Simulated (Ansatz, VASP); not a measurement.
Given: the input of a run of VASP 6.6.1 on Pd.

INCAR

```
SYSTEM = Pd
PREC = Accurate ; ENCUT = 520
EDIFF = 1E-7 ; ISMEAR = -1
SIGMA = 0.05 ; LREAL = .FALSE.
LASPH = .TRUE. ; NELM = 100
ALGO = Normal ; ISIF = 2
LWAVE = .FALSE. ; LCHARG = .FALSE.
NBANDS = 11
```

KPOINTS

```
Automatic mesh
0
G
  12 12 12
  0 0 0
```

The input POSCAR:

```
Pd
1.0
   -1.6031178681      1.6031178681      1.6031178681
    1.6031178681     -1.6031178681      1.6031178681
    1.6031178681      1.6031178681     -1.6031178681
Pd
1
Direct
    0.0000000000      0.0000000000      0.0000000000
```

Potentials or basis: VASP PAW LDA potentials, release 64 (Pd).

The run is started by

```console
$ cat potpaw_LDA.64/Pd/POTCAR > POTCAR
$ mpirun -np 1 vasp_std > vasp.out
```

**Question.** Translate it to Ansatz 0.2.0. Potentials there: all-electron LAPW, scalar-relativistic.

**Answer.** As run (the cutoff follows the program's own potentials):

File input.yaml:

```yaml
crystal:
  lattice:
    - [-1.6031178681, 1.6031178681, 1.6031178681]
    - [1.6031178681, -1.6031178681, 1.6031178681]
    - [1.6031178681, 1.6031178681, -1.6031178681]
  atoms:
    - { symbol: Pd, position: [0.0, 0.0, 0.0] }
kpoints:
  mp_grid: { grid: [12, 12, 12] }
scf:
  occupations: { method: fermi_dirac, width: 0.05 }
hamiltonian:
  xc: lda
  pseudopotentials: { kind: all_electron, lapw: { basis_error: 0.001 } }
output:
  forces: true
  stress: true
  eigenvalues: true
```

Potentials or basis: all-electron LAPW, scalar-relativistic.

The run is started by

```bash
$ ansatz run input.yaml --threads 1 --pin off --max-ram 3072MiB --backend cpu --events-out ev --progress --plain --runs-dir out
```

Both were run:

|  | VASP | Ansatz | Ansatz less VASP |
| --- | --- | --- | --- |
| gap on the k mesh at the Fermi level (eV) | none | none | - |
| pressure (GPa) | -21.6 | -21.8 | -0.24 |

A gap of «none» marks a metal or a gap that the smearing closes. Ansatz ran all-electron here, so the differences hold the error of VASP's frozen core and of both bases.

Caveats: so large a pressure means that the cell lies far from this level's equilibrium, or that cutoff or potentials fall short (VASP).
